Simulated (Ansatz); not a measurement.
Computed with DFT PBE, scalar-relativistic, plane waves, PAW (Ansatz 0.2.0).

Levels along Γ–X–M–Γ–R–X | R–M–X1, in eV from the Fermi level, sorted by energy at each point. Points in fractions of the primitive reciprocal vectors: Γ (0.000 0.000 0.000), X (0.000 0.500 0.000), M (0.500 0.500 0.000), R (0.500 0.500 0.500), X1 (0.500 0.000 0.000).
```
point  k (1/Å, with 2π)  band 40  band 41  band 42  band 43  band 44  band 45  band 46
    Γ             0.000    -0.80    -0.02    -0.02    -0.02     2.48     2.48     2.48
    -             0.101    -0.79    -0.13    -0.04     0.12     2.20     2.33     2.60
    -             0.203    -0.74    -0.23    -0.08     0.34     1.93     2.07     2.34
    -             0.304    -0.68    -0.30    -0.15     0.60     1.73     1.80     2.03
    -             0.405    -0.67    -0.36    -0.25     0.80     1.55     1.60     1.79
    -             0.506    -0.68    -0.42    -0.35     0.86     1.32     1.51     1.64
    -             0.608    -0.67    -0.48    -0.45     0.90     1.13     1.47     1.53
    X             0.709    -0.67    -0.50    -0.50     0.99     0.99     1.48     1.48
    -             0.810    -0.67    -0.50    -0.50     0.99     0.99     1.56     1.56
    -             0.912    -0.71    -0.46    -0.46     0.97     0.97     1.81     1.81
    -             1.013    -0.79    -0.38    -0.38     0.91     0.91     2.15     2.15
    -             1.114    -0.88    -0.28    -0.28     0.82     0.82     2.32     2.32
    -             1.216    -0.95    -0.18    -0.18     0.71     0.71     2.17     2.17
    -             1.317    -1.00    -0.09    -0.09     0.61     0.61     2.04     2.04
    M             1.418    -1.02    -0.06    -0.06     0.57     0.57     1.99     1.99
    -             1.561    -0.98    -0.20    -0.10     0.62     0.79     2.00     2.16
    -             1.704    -0.88    -0.41    -0.17     0.71     1.19     2.03     2.40
    -             1.848    -0.73    -0.54    -0.19     0.79     1.53     2.02     2.15
    -             1.991    -0.68    -0.45    -0.14     0.69     1.68     1.88     2.05
    -             2.134    -0.70    -0.30    -0.06     0.42     1.71     1.90     2.34
    -             2.277    -0.78    -0.18    -0.03     0.17     2.03     2.25     2.62
    Γ             2.421    -0.80    -0.02    -0.02    -0.02     2.48     2.48     2.48
    -             2.596    -0.76    -0.21    -0.02     0.21     1.91     2.17     2.48
    -             2.772    -0.68    -0.35    -0.04     0.44     1.50     1.81     2.15
    -             2.947    -0.71    -0.52    -0.12     0.52     1.52     1.73     2.47
    -             3.123    -0.90    -0.50    -0.22     0.39     1.12     2.05     3.23
    -             3.298    -1.04    -0.43    -0.29     0.18     0.47     2.93     4.01
    -             3.473    -1.17    -0.35    -0.31    -0.04     0.03     4.12     4.68
    R             3.649    -1.24    -0.23    -0.23    -0.23    -0.23     5.37     5.37
    -             3.792    -1.20    -0.32    -0.32    -0.06    -0.06     4.50     4.50
    -             3.935    -1.12    -0.35    -0.35     0.19     0.19     3.58     3.58
    -             4.079    -1.03    -0.37    -0.37     0.51     0.51     2.77     2.77
    -             4.222    -0.92    -0.40    -0.40     0.90     0.90     2.15     2.15
    -             4.365    -0.79    -0.46    -0.46     1.19     1.19     1.75     1.75
    -             4.508    -0.69    -0.50    -0.50     1.08     1.08     1.55     1.55
    X             4.652    -0.67    -0.50    -0.50     0.99     0.99     1.48     1.48
    R             4.652    -1.24    -0.23    -0.23    -0.23    -0.23     5.37     5.37
    -             4.753    -1.23    -0.30    -0.30    -0.12    -0.12     4.79     4.79
    -             4.854    -1.17    -0.32    -0.32     0.02     0.02     4.10     4.10
    -             4.955    -1.11    -0.30    -0.30     0.17     0.17     3.44     3.44
    -             5.057    -1.07    -0.25    -0.25     0.32     0.32     2.85     2.85
    -             5.158    -1.04    -0.17    -0.17     0.44     0.44     2.39     2.39
    -             5.259    -1.02    -0.09    -0.09     0.54     0.54     2.09     2.09
    M             5.361    -1.02    -0.06    -0.06     0.57     0.57     1.99     1.99
    -             5.462    -1.01    -0.13    -0.13     0.68     0.68     2.04     2.04
    -             5.563    -0.97    -0.26    -0.26     0.88     0.88     2.18     2.18
    -             5.665    -0.91    -0.37    -0.37     1.08     1.08     2.33     2.33
    -             5.766    -0.83    -0.45    -0.45     1.23     1.23     1.95     1.95
    -             5.867    -0.74    -0.49    -0.49     1.27     1.27     1.55     1.55
    -             5.968    -0.68    -0.50    -0.50     1.09     1.09     1.47     1.47
   X1             6.070    -0.67    -0.50    -0.50     0.99     0.99     1.48     1.48
```

The cell has space group P2_13, 8 atoms and 84 electrons in the valence of the PAW potentials, and holds 2 elements, among them Co; it is relaxed at this level.

Cutoff 420 eV, k mesh 8×8×8. No spin polarisation.

Question: Which material gives these bands?

Answer: CoSi, conventional cell a = 4.431 Å (cubic). Other compounds weren't ruled out.

Spin polarisation was left out, and a magnetic state may lie lower.

It was relaxed from a cell as deposited in COD.
